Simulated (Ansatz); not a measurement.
## Ir under pressure: fit and missing row

Ir, Fm-3m, a = 3.871 Å. Ansatz: PBE, PAW, 420 eV, Γ-centred 18×18×18 mesh on 1 atom, Gaussian smearing 0.10 eV; no spin polarisation. Cell and atoms are relaxed at each pressure, and no other structure is tried, so the rows at high pressure may lie past a change of phase.

| V (Å³/atom) | P (GPa) |
| --- | --- |
| ? | 89.99 |
| 12.999 | 49.97 |
| 13.633 | 24.99 |
| 14.043 | 12.00 |
| 14.334 | 4.04 |
| 14.458 | 0.93 |
| 14.497 | -0.02 |
| 14.541 | -1.06 |

Problem. Take V0 = 14.497 Å³/atom, count pressures from its P0 = -0.02 GPa, fit the third-order Birch–Murnaghan form to the other rows, and predict the missing volume.

Solution. With the Eulerian strain f = ½[(V0/V)^(2/3) − 1] and y = (P − P0)/[3f(1 + 2f)^(5/2)], the form is the line y = B0 + 1.5 B0 (B0′ − 4) f. Rows (f, y): 0.03771, 368.4; 0.02091, 359.9; 0.01072, 354.5; 0.00378, 351.3; 0.00090, 350.3; -0.00101, 345.0. Means f = 0.01217, y = 354.90; Σ(Δf)² = 0.001102, ΣΔfΔy = 0.6016; the slope is their ratio. y = 348.3 + 546.0 f GPa, so B0 = 348.3 GPa and B0′ = 4 + 2 × (546.0)/(3 × 348.3) = 5.05. P = 89.99 GPa is met at f = 0.05949 (y = 380.78), so V = V0 (1 + 2f)^(−3/2) = 12.247 Å³/atom. The run gave 12.240 Å³/atom, so the fit is 0.007 Å³/atom too high, a small miss on the scale of the series. The form still works here, 78 % of the fitted range beyond its end.

The mesh isn't the same in all rows (18×18×18, 20×20×20). Spin–orbit coupling is left out, which can shift energies with elements as heavy as these.